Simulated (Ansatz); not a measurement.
Reaction (substitution at a C–C bond): `C/C=C\C[SiH3]` + `N=C(N)O` → `CNC(=N)O` + `C=CC[SiH3]`

Program: Ansatz. Geometries: PBE0-D4/def2-TZVP. ΔE: electronic, gas phase. CBS: MP2 limit from def2 TZ/QZ plus the TZ coupled-cluster correction, frozen cores. DFT in def2-TZVPP. B3LYP here is the variant with VWN-RPA as its local correlation; programs differ in this. One conformer a species, not always the lowest.

```csv
level,ΔE (kJ/mol),difference from CCSD(T)/CBS
PBE-D4,33.8,2.1
PBE0-D4,34.1,2.4
ωB97X-V,30.0,-1.7
ωB97M-V,31.6,-0.1
B2PLYP,30.2,-1.5
PBE,32.4,0.7
r2SCAN,33.1,1.4
PBE0,32.7,1.0
B3LYP,28.7,-3.0
MP2/def2-TZVPP,34.1,2.4
SCS-MP2/def2-TZVPP,31.0,-0.7
CCSD/def2-TZVPP,30.7,-1.0
HF/def2-QZVPP,25.3,-6.4
SCS-MP2/def2-QZVPP,31.3,-0.4
MP2/CBS(def2),34.6,2.9
CCSD/CBS(def2),31.2,-0.5
CCSD(T)/CBS,31.7,0
```

Largest T1 diagnostic among the species: 0.013.

In def2-TZVPP, CCSD(T) changes the Hartree–Fock value by +5.5 kJ/mol (the triples alone add +0.5 kJ/mol) and MP2 by +8.4 kJ/mol.

CCSD(T)/CBS has its own doubt, a few kJ/mol and more with outer-core shells, so smaller differences from it don't rank the levels.
